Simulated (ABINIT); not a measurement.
**ZrB2: optical spectrum with LDA**

Crystal: ZrB2.

```
Zr B
1.0
     3.17000    0.00000    0.00000
    -1.58500    2.74530    0.00000
     0.00000    0.00000    3.53300
Zr B
1 2
Direct
  0.00000 0.00000 0.00000
  0.66667 0.33333 0.50000
  0.33333 0.66667 0.50000
```

```
Program             : ABINIT 10.8.3 (patched build)
Task                : optical spectrum
Functional          : LDA
Potentials or basis : PseudoDojo NC SR LDA v0.4 stringent
Cutoff              : 925 eV
k mesh              : 12 × 12 × 8, shifted
Occupations         : fermi-dirac, width 0.05 eV
Spin                : no spin polarisation
Bands in the sums   : 15
Broadening (eV)     : 0.15
Scissor shift (eV)  : 0
Tensor components   : [11, 33]
```

* Pressure: -8.9 GPa

Stress tensor (GPa, compression positive):
```
-8.92  0.00  0.00
 0.00 -8.92  0.00
 0.00  0.00 -8.71
```

Dielectric function (mean over the directions given):
| energy (eV) | real part | imaginary part |
| --- | --- | --- |
| 0.33 | 25.79 | 35.22 |
| 0.98 | 26.39 | 25.58 |
| 1.63 | 5.94 | 27.60 |
| 2.29 | 10.00 | 17.80 |
| 2.94 | 2.79 | 17.93 |
| 3.70 | 3.29 | 10.33 |
| 4.35 | 1.07 | 10.64 |
| 5.01 | 2.20 | 9.12 |
| 5.66 | 1.33 | 9.00 |
| 6.31 | 1.53 | 7.18 |
| 7.08 | 1.37 | 7.70 |
| 7.73 | -0.07 | 9.34 |
| 8.38 | -0.92 | 7.35 |
| 9.03 | -1.29 | 7.19 |
| 9.69 | -2.53 | 6.96 |
| 10.45 | -3.51 | 5.47 |
| 11.10 | -2.89 | 3.73 |
| 11.76 | -2.54 | 2.77 |
| 12.41 | -2.50 | 2.77 |
| 13.06 | -2.30 | 1.78 |
| 13.82 | -1.63 | 1.66 |
| 14.48 | -1.73 | 1.14 |
| 15.13 | -1.31 | 1.00 |
| 15.78 | -1.14 | 0.79 |
| 16.44 | -0.98 | 0.70 |
| 17.20 | -0.65 | 0.57 |
| 17.85 | -0.62 | 0.50 |
| 18.50 | -0.42 | 0.41 |
| 19.16 | -0.28 | 0.36 |
| 19.92 | -0.16 | 0.29 |

Wall time 110 s on 1 thread of Arm Neoverse V2, on a shared host, peak memory 0.78 GiB.

Caveat: the intraband (Drude) term is left out; spectra need much finer meshes, so this one isn't converged; independent-particle spectra lack excitons.
